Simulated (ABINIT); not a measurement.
A run of ABINIT 10.8.3 (patched build):

Contents of run.abi:

```
# Datasets: ground state, then fixed potential
ndtset 2

# Pseudopotentials
pp_dirpath "./"
pseudos "Hf.LDA_PW-JTH.xml, C.LDA_PW-JTH.xml"

# Structure
acell 3*1.0
rprim
     0.0000000000     4.3936132398     4.3936132398
     4.3936132398     0.0000000000     4.3936132398
     4.3936132398     4.3936132398     0.0000000000
ntypat 2
znucl 72 6
natom 2
typat 1 2
xcart
     2.3250000000     2.3250000000     2.3250000000
     0.0000000000     0.0000000000     0.0000000000 Angstrom

# Plane-wave basis
ecut 20.0
pawecutdg 40.0

# Exchange and correlation
ixc 2

# Bands and occupations
occopt 3
tsmear 0.00183747

# SCF cycle
nstep 100

# Output
iomode 3
prtwf 0
prteig 0
prtebands 0
enunit 1
prtden1 1
prtvha1 1
prtvclmb1 1
prtpot1 1

# Dataset 1
kptopt1 1
ngkpt1 10 10 10
nshiftk1 1
shiftk1 0.0 0.0 0.0
nband1 12
tolvrs1 1.0e-9

# Dataset 2: bands along G-X-W-K-G-L-U-W-L-K
iscf2 -2
getden2 1
nband2 16
nbdbuf2 2
tolwfr2 1.0e-12
kptopt2 -9
ndivsm2 6
prteig2 1
kptbounds2
     0.0000000000     0.0000000000     0.0000000000
     0.5000000000     0.0000000000     0.5000000000
     0.5000000000     0.2500000000     0.7500000000
     0.3750000000     0.3750000000     0.7500000000
     0.0000000000     0.0000000000     0.0000000000
     0.5000000000     0.5000000000     0.5000000000
     0.6250000000     0.2500000000     0.6250000000
     0.5000000000     0.2500000000     0.7500000000
     0.5000000000     0.5000000000     0.5000000000
     0.3750000000     0.3750000000     0.7500000000
```

Potentials or basis: JTH PAW LDA v2.0.

Launch:

```bash
$ abinit run.abi > log 2>&1
```

Hardware: 1 thread of INTEL(R) XEON(R) PLATINUM 8581C CPU @ 2.30GHz (Emerald Rapids), on a shared host.

**Question.** Estimate the wall time of this run.

**Answer.** Wall time 23 s on 1 thread of INTEL(R) XEON(R) PLATINUM 8581C CPU @ 2.30GHz (Emerald Rapids) (shared host), peak memory 0.12 GiB. Counts: scf iterations 12, mpi ranks 1, k points 47, bands 12, plane waves 739.
